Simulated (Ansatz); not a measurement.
Relaxed bulk MoS2, space group R-3m (No. 166):

```
Mo S
1.0
     1.56020    0.90078    6.08603
    -1.56020    0.90078    6.08603
     0.00000   -1.80157    6.08603
Mo S
1 2
Direct
  0.00000 0.00000 0.00000
  0.75436 0.75436 0.75436
  0.24564 0.24564 0.24564
```

The calculation used DFT PBEsol, scalar-relativistic, plane waves, PAW (Ansatz). Cutoff 420 eV, k spacing 0.19 to 0.25 Å⁻¹, dipole correction; no spin polarisation.

Slabs with different planes and terminations (top/bottom plane) are cut from it in 1×1 cells and relaxed. Each holds whole formula units counted by Mo and an excess Δn of S (negative: a deficit); ΔE is its energy over those formula units in the bulk and the excess in the standard state of S. The formation energy of MoS2 is -2.106 eV a formula unit (uncorrected), so Δμ(S) runs from -1.053 eV to 0 if no other compound intervenes.

```
              slab A (Å²)  Δn(S)  ΔE (eV)
(001) Mo/Mo, Mo2S2    8.43  -2.00    5.199
  (001) S/S, Mo2S4    8.43      0    0.070
```

(1) Work out each slab's surface energy at the S-rich and S-poor ends.

(2) Does the lowest surface change with the conditions?

Only the planes named were cut, so another facet can lie lower still. Reconstructions in larger cells weren't sought.

## Answers

(1) γ = [ΔE − Δn·Δμ(S)]/(2A) × 16.02 J/m² per eV/Å², the mean of both faces:

| slab | S-rich (J/m²) | S-poor (J/m²) |
| --- | --- | --- |
| (001) Mo/Mo, Mo2S2 | 4.94 | 2.94 |
| (001) S/S, Mo2S4 | 0.07 | 0.07 |

(2) No: among these slabs (001) S/S, Mo2S4 is lowest at both ends, and since each γ is a straight line in Δμ, throughout the range.

The reference crystal is a form of MoS2, which isn't its usual structure.